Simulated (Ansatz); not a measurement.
## SiNi: computed properties

Computed with DFT PBEsol, scalar-relativistic, plane waves, PAW in Ansatz 0.2.0.

Cutoff 420 eV; k points 8×8×8 on the computed 8-atom cell (Γ-centred); Gaussian smearing, width 0.10 eV; no spin polarisation.

The structure is relaxed at this level of theory with its symmetry kept. This form isn't the usual stable structure of the compound.

```
CELL_PARAMETERS angstrom
4.46798 0.00000 0.00000
0.00000 4.46798 0.00000
0.00000 0.00000 4.46798
ATOMIC_POSITIONS crystal
Si 0.84646 0.84646 0.84646
Si 0.65354 0.15354 0.34646
Si 0.34646 0.65354 0.15354
Si 0.15354 0.34646 0.65354
Ni 0.14899 0.14899 0.14899
Ni 0.35101 0.85101 0.64899
Ni 0.64899 0.35101 0.85101
Ni 0.85101 0.64899 0.35101
```

Q: Formation energy from the elements' standard states (uncorrected)?

A: -0.501 eV/atom.

Q: Density of states at the Fermi level?

A: 2.11 states/eV per cell.

Q: Löwdin character within 0.5 eV of the Fermi level?

A: Ni 3d 49 %, Si 3p 26 %, Si 3s 18 %.

Q: Bulk modulus?

A: 201 GPa.

Q: Its pressure derivative?

A: 4.8.

Q: Bader charges (e)?

A: Si (4 in the cell) 0.39, Ni (4 in the cell) -0.39.

A ferromagnetic start lost its moments in a first run, so spin was left out; other magnetic orders weren't tried.